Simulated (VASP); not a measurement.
# Te (R-3m) in VASP: a series of runs

Aim: see how the results for Te move with the level of theory and the settings. Levels: revTPSS, MS2. Tasks: band structure.

Program: VASP 6.6.1. These are calculated values, not measurements. Logs are shortened: lines on timing, memory, paths and dates and some standing lists are left out, and cuts for length are marked.

## (1) The structure

The structure is trigonal, space group R-3m (No. 166). The conventional cell has a = 4.612 Å, b = 4.612 Å, c = 5.073 Å, α = 90.00°, β = 90.00°, γ = 120.00°. Te (site symmetry -3m) has 6 Te at 3.15 Å as nearest neighbours.

This isn't the form of Te at room conditions, which is trigonal, of chains.

## (2) Band structure, revTPSS

INCAR reads:

```
  ALGO = Normal
  EDIFF = 1E-6
  ENCUT = 520
  ISIF = 2
  ISMEAR = -1
  LASPH = T
  LCHARG = F
  LMIXTAU = T
  LREAL = F
  LWAVE = F
  METAGGA = RTPSS
  NBANDS = 9
  NELM = 100
  PREC = Accurate
  SIGMA = 0.05
```

KPOINTS reads:

```
k-points
0
Gamma
  9 9 9
```

POSCAR reads:

```
Te
1.0
    2.3059043427      1.3313144930      1.6909537039
   -2.3059043427      1.3313144930      1.6909537039
    0.0000000000     -2.6626289860      1.6909537039
Te
1
Direct
    0.5000000000      0.5000000000      0.5000000000
```

KPOINTS_OPT reads:

```
path GPZQGFP1Q1LZ
20
line-mode
reciprocal
 0.0000000000  0.0000000000  0.0000000000  G
 0.4677709699 -0.5322290301  0.4677709699  P

 0.4677709699 -0.5322290301  0.4677709699  P
 0.5000000000 -0.5000000000  0.5000000000  Z

 0.5000000000 -0.5000000000  0.5000000000  Z
 0.4355419398  0.4355419398  0.4355419398  Q

 0.4355419398  0.4355419398  0.4355419398  Q
 0.0000000000  0.0000000000  0.0000000000  G

 0.0000000000  0.0000000000  0.0000000000  G
 0.5000000000 -0.5000000000  0.0000000000  F

 0.5000000000 -0.5000000000  0.0000000000  F
 0.5322290301 -0.4677709699 -0.4677709699  P1

 0.5322290301 -0.4677709699 -0.4677709699  P1
 0.5644580602 -0.4355419398 -0.4355419398  Q1

 0.5644580602 -0.4355419398 -0.4355419398  Q1
 0.5000000000  0.0000000000  0.0000000000  L

 0.5000000000  0.0000000000  0.0000000000  L
 0.5000000000 -0.5000000000  0.5000000000  Z
```

Potentials or basis: VASP PAW PBE potentials, release 64 (Te).

Launch:

```console
cat potpaw_PBE.64/Te/POTCAR > POTCAR
mpirun -np 1 vasp_std > vasp.out
```

OUTCAR:

```text
EDIFF = 1E-6
   ENCUT = 520
   ISIF = 2
   ISMEAR = -1
   LASPH = T
   LREAL = F
   METAGGA = RTPSS
   NELM = 100
   PREC = Accurate

 ion  position               nearest neighbor table
   1  0.500  0.500  0.500-

  LATTYP: Found a trigonal (rhomboedric) cell.
 ALAT       =     3.1541904739
 COS(alpha) =    -0.0688991668

  Lattice vectors:

 A1 = (   2.3059043427,   1.3313144930,   1.6909537039)
 A2 = (  -2.3059043427,   1.3313144930,   1.6909537039)
 A3 = (   0.0000000000,  -2.6626289860,   1.6909537039)

Analysis of symmetry for initial positions (statically):
=====================================================================
 Subroutine PRICEL returns:
 Original cell was already a primitive cell.

 Routine SETGRP: Setting up the symmetry group for a
 trigonal (rhombohedral) supercell.

 Subroutine GETGRP returns: Found 12 space group operations
 (whereof 12 operations were pure point group operations)
 out of a pool of 12 trial point group operations.

The static configuration has the point symmetry D_3d.

Analysis of symmetry for dynamics (positions and initial velocities):
=====================================================================
 Subroutine PRICEL returns:
 Original cell was already a primitive cell.

 Routine SETGRP: Setting up the symmetry group for a
 trigonal (rhombohedral) supercell.

 Subroutine GETGRP returns: Found 12 space group operations
 (whereof 12 operations were pure point group operations)
 out of a pool of 12 trial point group operations.

The dynamic configuration has the point symmetry D_3d.

 Subroutine INISYM returns: Found 12 space group operations
 (whereof 12 operations are pure point group operations),
 and found     1 'primitive' translations

----------------------------------------------------------------------------------------

                                     Primitive cell

  volume of cell :      31.1462

  direct lattice vectors                    reciprocal lattice vectors
     2.305904343  1.331314493  1.690953704     0.216834667  0.125189553  0.197127415
    -2.305904343  1.331314493  1.690953704    -0.216834667  0.125189553  0.197127415
     0.000000000 -2.662628986  1.690953704     0.000000000 -0.250379107  0.197127415

  length of vectors
     3.154190474  3.154190474  3.154190474     0.318667405  0.318667405  0.318667405

  position of ions in fractional coordinates (direct lattice)
     0.500000000  0.500000000  0.500000000

  ion indices of the primitive-cell ions
   primitive index   ion index
                 1           1

----------------------------------------------------------------------------------------

 KPOINTS: k-points

Automatic generation of k-mesh.
 Grid dimensions read from file:
 generate k-points for:    9    9    9

 Generating k-lattice:

  Cartesian coordinates                     Fractional coordinates (reciprocal lattice)
     0.024092741  0.013909950  0.021903046     0.111111111  0.000000000  0.000000000
    -0.024092741  0.013909950  0.021903046     0.000000000  0.111111111  0.000000000
     0.000000000 -0.027819901  0.021903046     0.000000000  0.000000000  0.111111111

  Length of vectors
     0.035407489  0.035407489  0.035407489

  Shift w.r.t. Gamma in fractional coordinates (k-lattice)
     0.000000000  0.000000000  0.000000000

 Subroutine IBZKPT returns following result:
 ===========================================

 Found     85 irreducible k-points:

 Following reciprocal coordinates:
            Coordinates               Weight
  0.000000  0.000000  0.000000      1.000000
  0.111111  0.000000  0.000000      6.000000
  0.222222  0.000000  0.000000      6.000000
  0.333333  0.000000  0.000000      6.000000
  0.444444  0.000000  0.000000      6.000000
  0.111111  0.111111  0.000000      6.000000
[... 16 lines left out ...]
 -0.333333  0.333333  0.000000      6.000000
  0.444444  0.444444  0.000000      6.000000
 [... further k-points ...]
   k-points           NKPTS =     85   k-points in BZ     NKDIM =     85   number of bands    NBANDS=      9
   number of dos      NEDOS =    301   number of ions     NIONS =      1
   total plane-waves  NPLWV =  13824
   dimension x,y,z NGX =    24 NGY =   24 NGZ =   24
   dimension x,y,z NGXF=    48 NGYF=   48 NGZF=   48
   ions per type =               1
   NGX,Y,Z   is equivalent  to a cutoff of  12.65, 12.65, 12.65 a.u.
   NGXF,Y,Z  is equivalent  to a cutoff of  25.30, 25.30, 25.30 a.u.
 SYSTEM =  unknown system
   PREC   = accura    normal or accurate (medium, high low for compatibility)
   ISTART =      0    job   : 0-new  1-cont  2-samecut
   ICHARG =      2    charge: 1-file 2-atom 10-const
   ISPIN  =      1    spin polarized calculation?
   LNONCOLLINEAR =      F non collinear calculations
   LSORBIT =      F    spin-orbit coupling
   LASPH  =      T    aspherical Exc in radial PAW
   ENCUT  =  520.0 eV  38.22 Ry    6.18 a.u.   5.86  5.86  5.86*2*pi/ulx,y,z
   NELM   =    100;   NELMIN=  2; NELMDL= -5     # of ELM steps
   EDIFF  = 0.1E-05   stopping-criterion for ELM
   LREAL  =      F    real-space projection
   EDIFFG = 0.1E-04   stopping-criterion for IOM
   NSW    =      0    number of steps for IOM
   IBRION =     -1    ionic relax: 0-MD 1-quasi-New 2-CG
   NFREE  =      0    steps in history (QN), initial steepest desc. (CG)
   ISIF   =      2    stress and relaxation
   ISYM   =      2    0-nonsym 1-usesym 2-fastsym
   POTIM  = 0.5000    time-step for ionic-motion
   TEBEG  =    0.0;   TEEND  =   0.0 temperature during run
   PSTRESS=    0.0 pullay stress
   NELECT =       6.0000    total number of electrons
   NUPDOWN=      -1.0000    fix difference up-down
   EMIN   =  10.00;   EMAX   =-10.00  energy-range for DOS
   EFERMI =   0.00;   METHOD = LEGACY
   ISMEAR =    -1;   SIGMA  =   0.05  broadening in eV -4-tet -1-fermi 0-gaus
   EFERMI_NEDOS =   21; number of points for ismear=-14 and -15
   IALGO  =     38    algorithm
   IMIX   =      4    mixing-type and parameters
     AMIX     =   0.40;   BMIX     =  1.00
     AMIX_MAG =   1.60;   BMIX_MAG =  1.00
  volume/ion in A,a.u.               =      31.15       210.18
  Fermi-wavevector in a.u.,A,eV,Ry     =   0.945490  1.786717 12.162947  0.893951
  Thomas-Fermi vector in A             =   2.073397
   LORBIT       =      0    0 simple, 1 ext, 2 COOP (PROOUT), +10 PAW based schemes
   METAGGA = RTPSS    functional components
   LHFCALC =     F    Hartree Fock is set to
   AEXX    =    0.0000 exact exchange contribution
   IVDW    =     0    specifies the selected vdW correction
   LEPSILON=     F    determine dielectric tensor
   LRPA    =     F    only Hartree local field effects (RPA)
 non-spin polarized calculation
  energy-cutoff  :      520.00
  volume of cell :       31.15
 maximum number of plane-waves:       858
   NGX = 11   NGY = 11   NGZ = 11

 number of electron       5.9999999 magnetization

 Free energy of the ion-electron system (eV)
  ---------------------------------------------------
  ext. energy  EPLUGINS =         0.00000000
  ---------------------------------------------------
  free energy    TOTEN  =        16.36494636 eV

  energy without entropy =       16.37027379  energy(sigma->0) =       16.36761008

 E-fermi :   7.0277     XC(G=0):  -9.7902

 val. band max:        7.0189352560   @ k =   0.2222   0.1111   0.0000
 cond. band min:       7.0462965455   @ k =  -0.3333   0.4444   0.2222
 fundamental gap:      0.0273612896
 Fermi energy:         7.0277378816

 k-point     1 :       0.0000    0.0000    0.0000
  band No.  band energies     occupation
      1      -7.0917      2.00000
      2       7.9615      0.00000
      3       8.4523      0.00000
      4       8.4523      0.00000
      5      13.2475      0.00000
      6      13.2475      0.00000
      7      13.6436      0.00000
      8      23.9992      0.00000
      9      24.0996      0.00000

 k-point     2 :       0.1111    0.0000    0.0000
  band No.  band energies     occupation
      1      -6.9343      2.00000
      2       6.7058      1.99681
      3       8.2803      0.00000
      4       8.5830      0.00000
      5      13.3960      0.00000
      6      13.6670      0.00000
      7      15.2368      0.00000
      8      21.9269      0.00000
      9      22.0086      0.00000

 k-point     3 :       0.2222    0.0000    0.0000
  band No.  band energies     occupation
      1      -6.4834      2.00000
      2       4.2601      2.00000
      3       8.6171      0.00000
      4       8.9429      0.00000
      5      13.8197      0.00000
      6      14.1922      0.00000
      7      18.2343      0.00000
      8      19.9988      0.00000
      9      20.1227      0.00000

 k-point     4 :       0.3333    0.0000    0.0000
  band No.  band energies     occupation
      1      -5.8324      2.00000
      2       2.1202      2.00000
      3       9.0836      0.00000
      4       9.4201      0.00000
      5      14.4155      0.00000
      6      15.0242      0.00000
      7      17.8859      0.00000
      8      18.5610      0.00000
      9      20.3670      0.00000

 k-point     5 :       0.4444    0.0000    0.0000
  band No.  band energies     occupation
      1      -5.2590      2.00000
      2       0.7758      2.00000
      3       9.4443      0.00000
      4       9.7901      0.00000
      5      14.8739      0.00000
      6      15.9878      0.00000
      7      16.9912      0.00000
      8      18.1333      0.00000
      9      18.8774      0.00000

 k-point     6 :       0.1111    0.1111    0.0000
  band No.  band energies     occupation
      1      -6.7596      2.00000
      2       6.6251      1.99936
      3       6.8296      1.96267
      4       8.5690      0.00000
      5      13.7206      0.00000
      6      15.4726      0.00000
      7      15.6343      0.00000
      8      21.9872      0.00000
      9      22.1351      0.00000
[... 169 lines left out ...]
 k-point    21 :       0.4444    0.3333    0.0000
  band No.  band energies     occupation
      1      -3.9564      2.00000
      2       1.8467      2.00000
      3       3.6919      2.00000
      4      10.5363      0.00000
      5      10.6635      0.00000
      6      16.8539      0.00000
      7      19.0958      0.00000
      8      19.4589      0.00000
      9      20.2975      0.00000

 k-point    22 :      -0.4444    0.3333    0.0000
  band No.  band energies     occupation
      1      -4.0435      2.00000
      2       2.0274      2.00000
      3       3.8900      2.00000
      4      10.1766      0.00000
      5      10.5817      0.00000
      6      16.7274      0.00000
      7      18.4718      0.00000
      8      19.8437      0.00000
      9      20.5078      0.00000

 k-point    23 :      -0.3333    0.3333    0.0000
  band No.  band energies     occupation
      1      -4.6558      2.00000
      2       3.4603      2.00000
      3       3.5386      2.00000
      4      10.2212      0.00000
      5      11.0183      0.00000
      6      15.9767      0.00000
      7      19.0548      0.00000
      8      19.3723      0.00000
      9      21.9093      0.00000

 k-point    24 :       0.4444    0.4444    0.0000
  band No.  band energies     occupation
      1      -3.3951      2.00000
      2       2.0763      2.00000
      3       2.7319      2.00000
      4       9.2675      0.00000
      5      10.9316      0.00000
      6      17.5549      0.00000
      7      19.2703      0.00000
      8      19.7331      0.00000
      9      20.0141      0.00000

 [... further k-points ...]

------------------------ aborting loop because EDIFF is reached ----------------------------------------

  FORCE on cell =-STRESS in cart. coord.  units (eV):
  Direction    XX          YY          ZZ          XY          YZ          ZX
  --------------------------------------------------------------------------------------
  -------------------------------------------------------------------------------------
  Total        0.2476879      0.2476879      0.0847897      0.0000000      0.0000000      0.0000000
  in kB       12.7412036     12.7412036      4.3616269      0.0000000      0.0000000      0.0000000
  external PRESSURE =       9.9480114 kB  Pullay stress =       0.0000000 kB

 VOLUME and BASIS-vectors are now :
 -----------------------------------------------------------------------------
  energy-cutoff  :      520.00
  volume of cell :       31.15
      direct lattice vectors                 reciprocal lattice vectors
     2.305904343  1.331314493  1.690953704     0.216834667  0.125189553  0.197127415
    -2.305904343  1.331314493  1.690953704    -0.216834667  0.125189553  0.197127415
     0.000000000 -2.662628986  1.690953704     0.000000000 -0.250379107  0.197127415

 POSITION                                       TOTAL-FORCE (eV/Angst)
 -----------------------------------------------------------------------------------
      0.00000      0.00000      2.53643         0.000000      0.000000     -0.000000
 -----------------------------------------------------------------------------------
    total drift:                                0.000000      0.000000     -0.000000

  FREE ENERGIE OF THE ION-ELECTRON SYSTEM (eV)
  ---------------------------------------------------
  free  energy   TOTEN  =        16.3649463641 eV

  energy  without entropy=       16.3702737884  energy(sigma->0) =       16.36761008
```

It took 2.2 min on 1 thread of AMD EPYC 9R14 (Zen 4), shared host; peak memory 0.14 GiB.

Results:

```
Free energy             : 16.3649 eV
Pressure                : 1.0 GPa
Band gap along the path : none (metal or under the smearing width)
```

Stress tensor (GPa, compression positive):
```
1.27 0.00 0.00
0.00 1.27 0.00
0.00 0.00 0.44
```

Levels at the corners of the path, in eV from the Fermi level:
| point | band 1 | band 2 | band 3 | band 4 | band 5 | band 6 | band 7 | band 8 | band 9 |
| --- | --- | --- | --- | --- | --- | --- | --- | --- | --- |
| Γ | -14.12 | 0.93 | 1.42 | 1.42 | 6.22 | 6.22 | 6.62 | 16.97 | 17.06 |
| P | -8.31 | -3.45 | -3.45 | -2.50 | 3.97 | 3.97 | 5.01 | 7.51 | 22.21 |
| P | -8.31 | -3.45 | -3.45 | -2.50 | 3.97 | 3.97 | 5.01 | 7.51 | 22.21 |
| Z | -8.22 | -3.45 | -3.45 | -2.51 | 3.87 | 3.87 | 5.39 | 6.85 | 22.62 |
| Z | -8.22 | -3.45 | -3.45 | -2.51 | 3.87 | 3.87 | 5.39 | 6.85 | 22.57 |
| Q | -8.56 | -3.42 | -3.42 | -2.47 | 4.26 | 4.26 | 4.58 | 8.78 | 21.45 |
| Q | -8.56 | -3.42 | -3.42 | -2.47 | 4.26 | 4.26 | 4.58 | 8.78 | 21.45 |
| Γ | -14.12 | 0.93 | 1.42 | 1.42 | 6.22 | 6.22 | 6.62 | 16.97 | 17.01 |
| Γ | -14.12 | 0.93 | 1.42 | 1.42 | 6.22 | 6.22 | 6.62 | 16.97 | 17.17 |
| F | -10.25 | -5.06 | -4.33 | 1.81 | 4.01 | 10.80 | 12.30 | 12.47 | 12.77 |
| F | -10.25 | -5.06 | -4.33 | 1.81 | 4.01 | 10.80 | 12.30 | 12.47 | 12.77 |
| P1 | -8.31 | -3.45 | -3.45 | -2.50 | 3.97 | 3.97 | 5.01 | 7.51 | 22.21 |
| P1 | -8.31 | -3.45 | -3.45 | -2.50 | 3.97 | 3.97 | 5.01 | 7.51 | 22.21 |
| Q1 | -8.56 | -3.42 | -3.42 | -2.47 | 4.26 | 4.26 | 4.58 | 8.78 | 21.45 |
| Q1 | -8.56 | -3.42 | -3.42 | -2.47 | 4.26 | 4.26 | 4.58 | 8.78 | 21.45 |
| L | -12.19 | -6.44 | 2.47 | 2.82 | 7.91 | 9.18 | 9.84 | 11.29 | 11.55 |
| L | -12.19 | -6.44 | 2.47 | 2.82 | 7.91 | 9.18 | 9.84 | 11.29 | 11.55 |
| Z | -8.22 | -3.45 | -3.45 | -2.51 | 3.87 | 3.87 | 5.39 | 6.85 | 22.57 |

Caveat: the PAW data sets were made with another functional, which shifts forces and pressure a little; spin-orbit coupling is left out, which moves the levels of the heavy elements.

## (3) Band structure, MS2

INCAR reads:

```
SYSTEM = Te
PREC = Accurate
ENCUT = 520
EDIFF = 1E-6
ISMEAR = -1
SIGMA = 0.05
LREAL = .FALSE.
LASPH = .TRUE.
NELM = 80
ALGO = Normal
ISIF = 2
LWAVE = .FALSE.
LCHARG = .FALSE.
METAGGA = MS2
LMIXTAU = .TRUE.
```

KPOINTS reads:

```
Automatic mesh
0
G
  9 9 9
  0 0 0
```

POSCAR is that of step 2.

Edit KPOINTS_OPT of step 2 so:

```diff
@@ -1,3 +1,3 @@
 path GPZQGFP1Q1LZ
-20
+15
 line-mode
```

Potentials or basis: VASP PAW PBE potentials, release 64 (Te).

Launch:

```console
cat potpaw_PBE.64/Te/POTCAR > POTCAR
mpirun -np 1 vasp_std > vasp.out
```

It took 86 s on 1 thread of AMD EPYC 9R14 (Zen 4), shared host; peak memory 0.14 GiB.

Results (log left out):

* Free energy: 1.1779 eV
* Pressure: -0.6 GPa
* Band gap along the path: none (metal or under the smearing width)

Levels at the corners of the path, in eV from the Fermi level:
```
point  band 2  band 3  band 4  band 5  band 6  band 7
    Γ    0.96    1.45    1.45    5.97    5.97    6.68
    P   -3.47   -3.47   -2.50    3.86    3.86    4.94
    P   -3.47   -3.47   -2.50    3.86    3.86    4.94
    Z   -3.47   -3.47   -2.51    3.76    3.76    5.24
    Z   -3.47   -3.47   -2.51    3.76    3.76    5.24
    Q   -3.44   -3.44   -2.48    4.15    4.15    4.56
    Q   -3.44   -3.44   -2.48    4.15    4.15    4.56
    Γ    0.96    1.45    1.45    5.97    5.97    6.68
    Γ    0.96    1.45    1.45    5.97    5.97    6.68
    F   -5.07   -4.33    1.81    4.04   10.48   12.21
    F   -5.07   -4.33    1.81    4.04   10.48   12.21
   P1   -3.47   -3.47   -2.50    3.86    3.86    4.94
   P1   -3.47   -3.47   -2.50    3.86    3.86    4.94
   Q1   -3.44   -3.44   -2.48    4.15    4.15    4.56
   Q1   -3.44   -3.44   -2.48    4.15    4.15    4.56
    L   -6.43    2.50    2.84    7.61    9.01    9.94
    L   -6.43    2.50    2.84    7.61    9.01    9.94
    Z   -3.47   -3.47   -2.51    3.76    3.76    5.24
```

Caveat: the PAW data sets were made with another functional, which shifts forces and pressure a little; spin-orbit coupling is left out, which moves the levels of the heavy elements.
